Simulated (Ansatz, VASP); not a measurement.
# Al2O3 in VASP and in Ansatz

```
Al O
1.0
     5.05559    0.00000    0.00000
    -2.52779    4.37827    0.00000
     0.00000    0.00000    2.52879
Al O
2 3
Direct
  0.33333 0.66667 0.50000
  0.66667 0.33333 0.50000
  0.50000 0.00000 0.00000
  0.00000 0.50000 0.00000
  0.50000 0.50000 0.00000
```

Alike in both runs: functional PBE; k mesh 6 × 6 × 6; occupations gaussian, width 0.1 eV; no spin polarisation.

Ansatz relaxed the structure, and its values are those at the end. VASP's run is a single point on that final structure, the one shown.

|  | VASP | Ansatz |
| --- | --- | --- |
| version | VASP 6.6.1 | Ansatz 0.2.0 |
| potentials or method | VASP PAW PBE potentials, release 64 (Al, O) | scalar-relativistic, plane waves, PAW |
| plane-wave cutoff (eV) | 520 | 420 |
| valence electrons in the cell | 24 | 24 |

```tsv
	VASP	Ansatz	Ansatz less VASP
gap on the k mesh at the Fermi level (eV)	3.56	3.58	+0.014
least direct gap on the mesh (eV)	4.19	4.20	+0.012
pressure (GPa)	-0.1	0.1	+0.11
```

With one functional, cell and mesh, what is left measures potentials, basis and numerics.

A k mesh can miss the band edges.
